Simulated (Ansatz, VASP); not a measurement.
**KI: VASP beside Ansatz**

```xyz
2
Lattice="-0.0705 3.4893 3.4893 3.4893 -0.0705 3.4893 3.4893 3.4893 -0.0705" Properties=species:S:1:pos:R:3 pbc="T T T"
K     0.0000    0.0000    0.0000
I     3.4541    3.4541    3.4541
```

Change from the starting cell: equal xy, yz and zx shear strains of -2 %, crystal datasets.

Alike in both runs: task electric field gradients; functional PBEsol; k mesh 8 × 8 × 8; occupations fermi-dirac, width 0.01 eV; no spin polarisation.

|  | VASP | Ansatz |
| --- | --- | --- |
| version | VASP 6.6.1 | Ansatz 0.2.0 |
| potentials or method | VASP PAW PBE potentials, release 64 (K_sv, I), cutoff 520 eV | all-electron PAW with datasets made for the crystal, scalar-relativistic |

|  | VASP | Ansatz | Ansatz less VASP |
| --- | --- | --- | --- |
| gap on the k mesh at the Fermi level (eV) | 3.77 | 3.78 | +0.004 |
| pressure (GPa) | -0.2 | -0.2 | -0.03 |
| largest component of the traceless stress (GPa) | 0.07 | 0.07 | +0.001 |
| Vzz of the field gradient on the site that differs most (V/Å²) | -9.8 | -10.2 | -0.43 |

Ansatz ran all-electron here, so the differences hold the error of VASP's frozen core and of both bases. Ansatz warned: «gradients_without_spin_orbit».

Caveats: the PAW data sets were made with another functional, which shifts forces and pressure a little (VASP); spin-orbit coupling is left out, which moves the levels of the heavy elements. A k mesh can miss the band edges.
